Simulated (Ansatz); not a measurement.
# Sb (P6_3/mmc) in Ansatz: a series of runs

The runs below take Sb through single point, equation of state, with r2SCAN.

Program: Ansatz 0.2.0. These are calculated values, not measurements. Logs are shortened: lines on timing, memory, paths and dates and some standing lists are left out, and cuts for length are marked.

### Step 1. The crystal as given

It takes space group P6_3/mmc (No. 194, hexagonal). Conventional cell: a = 3.355 Å, b = 3.355 Å, c = 5.470 Å, α = 90.00°, β = 90.00°, γ = 120.00°. Around Sb (site symmetry -6m2) lie 12 Sb at 3.35 Å.

This isn't the form of Sb at room conditions, which is rhombohedral.

### Step 2. Single point, r2SCAN, 25.05 Å³/atom (volume scaled by 0.94)

The input, input.yaml:

```yaml
crystal:
  lattice:
    - [3.2860533585, 0.0, 0.0]
    - [-1.6430266792, 2.8458056866, 0.0]
    - [0.0, 0.0, 5.3584933852]
  atoms:
    - { symbol: Sb, position: [0.6666666667, 0.3333333333, 0.75] }
    - { symbol: Sb, position: [0.3333333333, 0.6666666667, 0.25] }
hamiltonian:
  xc: r2scan
  pseudopotentials: { kind: paw }
kpoints:
  mp_grid: { grid: [9, 9, 5] }
scf:
  occupations: { method: fermi_dirac, width: 0.05 }
output:
  forces: true
  stress: true
  eigenvalues: true
  write_density: true
  write_potential: true
  elf: true
  volumetric_format: npy
```

Potentials or basis: Ansatz PAW.

Run with:

```
$ ansatz run input.yaml --threads 2 --pin off --max-ram 5632MiB --backend cpu --events-out ev --progress --plain --runs-dir out
```

The log of the run:

```text
Warning: RAYON_NUM_THREADS=2 ignored (pool sized by the plan → 2); use --threads N
Engine: ansatz 0.2.0, aarch64-unknown-linux-gnu
Pseudopotentials: kind: paw
Pseudopotential: Sb, paw, valence charge 15, recommended cutoff 500 eV (meta_gga), Sb.paw.azcp
Functional definition: r2SCAN
  parameter k0 = 0.174
  parameter k1 = 0.065
  parameter a1 = 4.9479
  exchange = r2scan_x(k0 = k0, k1 = k1, a1 = a1)
  correlation = r2scan_c
Crystal: 2 atoms, lattice volume = 50.110 Å³
Basis set: ecut = 500 eV, 1273 PW (Γ), exchange–correlation on 96×96×160 points (64 copies of the dense FFT grid, shifted against one another)
Bands: 19, of which v1, the nominal top of the filled ones, is band 15 counted from 1 (14 counted from 0)
Symmetry: 24 space group operations
Space group: P63/mmc (ITA 194), of the structure as read, at distance tolerance 3.7e-5 Å
k-points: 36 of 405
Non-local potential: Sb, projectors of the file, l = 0: 2, l = 1: 2, l = 2: 2, l = 3: 2
PAW form: soft (Blöchl's): semilocal exchange-correlation on the pseudo side does not see the compensation charge
PAW frozen core: Sb, regenerated for the run's functional (the file was generated under x = pbe(κ = 0.804, μ = 0.2195149727645171), c = pbe(β = 0.06672455060314922))
PAW one-centre angular grid: Sb, 590 points (default); XC on 160 Gauss nodes
Initial density: superposition of atomic densities (neutral atoms: chi_scale 0, normalization atom), corrected by the library's trained network
Initial wavefunctions: pseudopotential atomic-orbital guess
Functional: x = r2scan, c = r2scan; τ floored in thin density (d = 2e-4 eV/Å³)
SCF iter   1: F=—  HF=-12997.327727 eV  |F-HF|=—  |Δ(HF+E_count)|=         —  Δρ=5.27e-3  dr2=5.35e-3  dr2_τ=6.13e-4  ethr=1.77e-3  ⟨swp⟩=5.7  Hψ=3405  notcnv=0
preconditioner: auto → Resta (q_TF=auto, 2.505 Å⁻¹)  ε∞=4.1  [insulator: Δε(μ)=0.146 eV  Ē_g=9.383 eV  σ=0.050 eV  W_gap=0.59  n_scr=22 (ndim 8)  ℏωp=16.6 eV  f_vac=0.000  D(μ)=0.95/eV (n_scr^D=2)  ε∞_Penn≈4.1]
SCF iter   2: F=—  HF=-12997.351003 eV  |F-HF|=—  |Δ(HF+E_count)|=   2.33e-2  Δρ=2.63e-3  dr2=1.64e-3  dr2_τ=2.37e-5  ethr=1.78e-5  ⟨swp⟩=2.0  Hψ=1637  notcnv=0  defer=8
SCF iter   3: F=—  HF=-12997.352523 eV  |F-HF|=—  |Δ(HF+E_count)|=   1.52e-3  Δρ=8.02e-4  dr2=1.75e-4  dr2_τ=9.04e-6  ethr=5.45e-6  ⟨swp⟩=2.0  Hψ=874  notcnv=0  defer=8
SCF iter   4: F=—  HF=-12997.352681 eV  |F-HF|=—  |Δ(HF+E_count)|=   1.58e-4  Δρ=1.15e-4  dr2=4.02e-6  dr2_τ=8.62e-8  ethr=5.82e-7  ⟨swp⟩=2.0  Hψ=862  notcnv=0  defer=8
SCF iter   5: F=—  HF=-12997.352689 eV  |F-HF|=—  |Δ(HF+E_count)|=   7.61e-6  Δρ=3.88e-5  dr2=5.43e-7  dr2_τ=1.72e-8  ethr=1.34e-8  ⟨swp⟩=2.0  Hψ=855  notcnv=0  defer=8
SCF iter   6: F=-12997.352689 eV  HF=-12997.352689 eV  |F-HF|=1.17e-8  |Δ(HF+E_count)|=   5.68e-7  Δρ=4.48e-6  dr2=1.12e-8  dr2_τ=1.78e-10  ethr=3.33e-10  ⟨swp⟩=11.2  Hψ=5199  notcnv=0
SCF 1 converged in 6 iterations: F = -12997.352689 eV  dr2 = 1.12e-8
SCF converged after 6 iterations
Free energy (F): -12997.352689 eV
Harris-Foulkes:  -12997.352689 eV  (|F-HF|=1.17e-8)
Internal energy: -12997.344724 eV  (E = F + TS)
E sigma→0 (E₀):  -12997.348707 eV
Entropy (-TS):   -0.007965 eV (-3.982 meV/atom)
Fermi energy:    12.735775 eV
--- Per-component energies (eV) ---
  E_band       = -276.785563
  E_kinetic    = 413.819734
  E_local      = -2751.066234  (includes V_loc(G=0)·N_el)
  E_nonlocal   = 724.998512
  E_hartree    = 1269.493218
  E_xc         = -255.482008
  E_vxc        = -207.215512  (∫ρ·V_xc dr)
  E_paw        = -9202.264781  (= ΣΔE_a)
  E_vpaw       = -1010.483286  (= ΣTr[D̂ρ^β])
  E_aug_tail   = -0.000001  (compensation charges beyond the density's cutoff)
  E_vtau       = 14.178273  (kinetic-family band-sum trace: ∫τ·v_τ [+ j·A + Jᵃ·Aᵃ] dr)
  E_ewald      = -3197.855238
  E_core_change = 1.012074  (= ΣΔE_core)
  E_smearing   = -0.007965  (= −TS)
  E_closure    = 0.000000  (closes the sum)
  Σ components = -12997.352689   (vs F -12997.352689, Δ=0.00e0)
--- Forces (eV/Å), atoms counted from 1 ---
  atom   1  Sb     0.00000000     0.00000000     0.00000000
  atom   2  Sb    -0.00000000    -0.00000000     0.00000000
  max |Σ_I F_I| component: 2.31e-18 eV/Å
--- Stress (GPa, compression-positive) ---
        5.263492      -0.000000      -0.000000
        0.000000       5.263492      -0.000000
       -0.000000      -0.000000       5.355756
  P = ⅓ Tr σ = 5.2942 GPa (52.942 kbar)
--- Band table (eV; the first three rows and the last of 36) ---
  k-point 0: bands = ["-17.4164", "-17.4066", "-17.3931", "-17.3931", "-17.3868", "-17.3868", "-17.3791", "-17.3791", "-17.3082", "-17.3082", "-1.3667", "3.1337", "6.1768", "16.9317", "16.9317", "18.8622", "18.8622", "19.1827", "21.6088"]
  k-point 1: bands = ["-17.4152", "-17.4073", "-17.4001", "-17.4001", "-17.3902", "-17.3902", "-17.3647", "-17.3647", "-17.3121", "-17.3121", "-1.1412", "2.0842", "7.6767", "17.0956", "17.1063", "17.1063", "18.6954", "18.6954", "21.7550"]
  k-point 2: bands = ["-17.4124", "-17.4093", "-17.4026", "-17.4026", "-17.3976", "-17.3976", "-17.3430", "-17.3430", "-17.3241", "-17.3241", "-0.4673", "0.6384", "10.4561", "13.7081", "17.5847", "17.5847", "18.2065", "18.2065", "22.1953"]
  k-point 35: bands = ["-17.4158", "-17.4158", "-17.3951", "-17.3551", "-17.3420", "-17.3411", "-17.3411", "-17.3360", "-17.3070", "-17.3070", "4.6838", "4.6838", "8.0679", "8.0679", "8.6288", "9.6593", "15.8233", "15.8233", "20.1361"]
```

rho_z.tsv:

```text
# z_ang	rho[e/angstrom^3]
# format = ansatz-planar-average/11
# lattice	3.286053358	-0.000000000	0.000000000
# lattice	-1.643026679	2.845805687	0.000000000
# lattice	0.000000000	0.000000000	5.358493385
# sites	2
# site	51	1.643026679	0.948601896	4.018870039
# site	51	0.000000000	1.897203791	1.339623346
0.000000	1.505983e-1
0.133962	1.565818e-1
0.267925	1.752995e-1
0.401887	2.091089e-1
0.535849	2.644414e-1
0.669812	3.589136e-1
[... 32 lines left out ...]
5.090569	1.752995e-1
5.224531	1.565818e-1
```

v_z.tsv:

```text
# z_ang	v_es[eV]	v_tot[eV]
# format = ansatz-planar-average/11
# xc	r2scan
# density_cutoff_ev	2000
# datasets	Sb=:simpson_from_first_knot:soft:shift=0
# lattice	3.286053358	-0.000000000	0.000000000
# lattice	-1.643026679	2.845805687	0.000000000
# lattice	0.000000000	0.000000000	5.358493385
# sites	2
# site	51	1.643026679	0.948601896	4.018870039
# site	51	0.000000000	1.897203791	1.339623346
0.000000	1.324666e1	4.236798e0
0.133962	1.299257e1	3.941491e0
0.267925	1.215469e1	2.765620e0
0.401887	1.069432e1	7.364549e-1
0.535849	8.835636e0	-1.787456e0
0.669812	6.946537e0	-4.411549e0
[... 32 lines left out ...]
5.090569	1.215469e1	2.765620e0
5.224531	1.299257e1	3.941491e0
```

Wall time 4.8 s (2 threads of Arm Neoverse V1, shared host); peak memory 0.42 GiB.

Results:

- Free energy: -12997.3527 eV
- Pressure: 5.3 GPa
- Band gap on the k mesh: none (metal or under the smearing width)

Caveat: the PAW data sets come from PBE, with cores solved anew for the run's functional, which leaves a small shift of forces and pressure.

### Step 3. Single point, r2SCAN, 25.59 Å³/atom (volume scaled by 0.96)

Changes to input.yaml since step 2:

```diff
@@ -2,5 +2,5 @@
   lattice:
-    - [3.2860533585, 0.0, 0.0]
-    - [-1.6430266792, 2.8458056866, 0.0]
-    - [0.0, 0.0, 5.3584933852]
+    - [3.3091953418, 0.0, 0.0]
+    - [-1.6545976709, 2.8658472321, 0.0]
+    - [0.0, 0.0, 5.3962304974]
   atoms:
@@ -19,5 +19 @@
   eigenvalues: true
-  write_density: true
-  write_potential: true
-  elf: true
-  volumetric_format: npy
```

Potentials or basis: Ansatz PAW.

Run with:

```
$ ansatz run input.yaml --threads 2 --pin off --max-ram 5632MiB --backend cpu --events-out ev --progress --plain --runs-dir out
```

It took 4.1 s on 2 threads of Arm Neoverse V1, shared host; peak memory 0.43 GiB.

It converged, with:

| Item | Value |
| --- | --- |
| Free energy | -12997.3820 eV |
| Pressure | 3.5 GPa |
| Band gap on the k mesh | none (metal or under the smearing width) |

Caveat: the PAW data sets come from PBE, with cores solved anew for the run's functional, which leaves a small shift of forces and pressure.

### Step 4. Single point, r2SCAN, 26.12 Å³/atom (volume scaled by 0.98)

Changes to input.yaml since step 3:

```diff
@@ -2,5 +2,5 @@
   lattice:
-    - [3.3091953418, 0.0, 0.0]
-    - [-1.6545976709, 2.8658472321, 0.0]
-    - [0.0, 0.0, 5.3962304974]
+    - [3.3320180998, 0.0, 0.0]
+    - [-1.6660090499, 2.8856123203, 0.0]
+    - [0.0, 0.0, 5.4334470562]
   atoms:
@@ -19 +19,5 @@
   eigenvalues: true
+  write_density: true
+  write_potential: true
+  elf: true
+  volumetric_format: npy
```

Run with:

```
$ ansatz run input.yaml --threads 2 --pin off --max-ram 5632MiB --backend cpu --events-out ev --progress --plain --runs-dir out
```

Wall time 5.6 s (2 threads of Arm Neoverse V1, shared host); peak memory 0.43 GiB.

Results (log left out):

- Free energy: -12997.4003 eV
- Pressure: 2.0 GPa
- Band gap on the k mesh: none (metal or under the smearing width)

Caveat: the PAW data sets come from PBE, with cores solved anew for the run's functional, which leaves a small shift of forces and pressure.

### Step 5. Single point, r2SCAN, 26.65 Å³/atom

Changes to input.yaml since step 4:

```diff
@@ -2,5 +2,5 @@
   lattice:
-    - [3.3320180998, 0.0, 0.0]
-    - [-1.6660090499, 2.8856123203, 0.0]
-    - [0.0, 0.0, 5.4334470562]
+    - [3.3545324186, 0.0, 0.0]
+    - [-1.6772662093, 2.9051102923, 0.0]
+    - [0.0, 0.0, 5.47016065]
   atoms:
@@ -19,5 +19 @@
   eigenvalues: true
-  write_density: true
-  write_potential: true
-  elf: true
-  volumetric_format: npy
```

Run with:

```
$ ansatz run input.yaml --threads 2 --pin off --max-ram 5632MiB --backend cpu --events-out ev --progress --plain --runs-dir out
```

Run time: 4 s. Hardware: 2 threads of Arm Neoverse V1, shared host; peak memory 0.43 GiB.

It converged, with:

- Free energy: -12997.4091 eV
- Pressure: 0.7 GPa
- Band gap on the k mesh: none (metal or under the smearing width)

Caveat: the PAW data sets come from PBE, with cores solved anew for the run's functional, which leaves a small shift of forces and pressure.

### Step 6. Single point, r2SCAN, 27.19 Å³/atom (volume scaled by 1.02)

Changes to input.yaml since step 5:

```diff
@@ -2,5 +2,5 @@
   lattice:
-    - [3.3545324186, 0.0, 0.0]
-    - [-1.6772662093, 2.9051102923, 0.0]
-    - [0.0, 0.0, 5.47016065]
+    - [3.3767485125, 0.0, 0.0]
+    - [-1.6883742563, 2.924349994, 0.0]
+    - [0.0, 0.0, 5.5063879352]
   atoms:
```

Potentials or basis: Ansatz PAW.

Run with:

```
$ ansatz run input.yaml --threads 2 --pin off --max-ram 5632MiB --backend cpu --events-out ev --progress --plain --runs-dir out
```

Run time: 5.3 s. Hardware: 2 threads of Arm Neoverse V1, shared host; peak memory 0.45 GiB.

The run converged. Its results:

| Property | Result |
| --- | --- |
| Free energy | -12997.4094 eV |
| Pressure | -0.5 GPa |
| Band gap on the k mesh | none (metal or under the smearing width) |

Caveat: the PAW data sets come from PBE, with cores solved anew for the run's functional, which leaves a small shift of forces and pressure.

### Step 7. Single point, r2SCAN, 27.72 Å³/atom (volume scaled by 1.04)

Changes to input.yaml since step 6:

```diff
@@ -2,5 +2,5 @@
   lattice:
-    - [3.3767485125, 0.0, 0.0]
-    - [-1.6883742563, 2.924349994, 0.0]
-    - [0.0, 0.0, 5.5063879352]
+    - [3.3986760653, 0.0, 0.0]
+    - [-1.6993380327, 2.9433398118, 0.0]
+    - [0.0, 0.0, 5.542144703]
   atoms:
```

Run with:

```
$ ansatz run input.yaml --threads 2 --pin off --max-ram 5632MiB --backend cpu --events-out ev --progress --plain --runs-dir out
```

It took 4.1 s on 2 threads of Arm Neoverse V1, shared host; peak memory 0.44 GiB.

It converged, with:

```yaml
Free_energy: -12997.4023 eV
Pressure: -1.6 GPa
Band_gap_on_the_k_mesh: none (metal or under the smearing width)
```

Caveat: the PAW data sets come from PBE, with cores solved anew for the run's functional, which leaves a small shift of forces and pressure.

### Step 8. Single point, r2SCAN, 28.25 Å³/atom (volume scaled by 1.06)

Changes to input.yaml since step 7:

```diff
@@ -2,5 +2,5 @@
   lattice:
-    - [3.3986760653, 0.0, 0.0]
-    - [-1.6993380327, 2.9433398118, 0.0]
-    - [0.0, 0.0, 5.542144703]
+    - [3.4203242672, 0.0, 0.0]
+    - [-1.7101621336, 2.9620877046, 0.0]
+    - [0.0, 0.0, 5.5774459394]
   atoms:
```

Run with:

```
$ ansatz run input.yaml --threads 2 --pin off --max-ram 5632MiB --backend cpu --events-out ev --progress --plain --runs-dir out
```

Wall time 3.5 s (2 threads of Arm Neoverse V1, shared host); peak memory 0.45 GiB.

Results (log left out):

| Item | Value |
| --- | --- |
| Free energy | -12997.3882 eV |
| Pressure | -2.6 GPa |
| Band gap on the k mesh | none (metal or under the smearing width) |

Caveat: the PAW data sets come from PBE, with cores solved anew for the run's functional, which leaves a small shift of forces and pressure.

### Step 9. Equation of state, r2SCAN

Potentials or basis: Ansatz PAW.

This step only gathers the single runs of the series.

What came out:

```
Equilibrium volume                        : 26.94 Å³/atom
Bulk modulus at fixed shape and positions : 61 GPa
Pressure derivative of the bulk modulus   : 5.0 (rough: it moves with the points fitted)
```

Energy against volume, from the lowest point:
```csv
volume (Å³/atom),energy (meV/atom)
25.055,28.38
25.588,13.73
26.121,4.55
26.654,0.17
27.187,0.00
27.720,3.60
28.253,10.61
```

Caveat: the cell was scaled at fixed shape and fractional positions, which overstates the stiffness of a crystal with free parameters, most of all of layers and chains; the PAW data sets were made with another functional, which shifts forces and pressure a little.
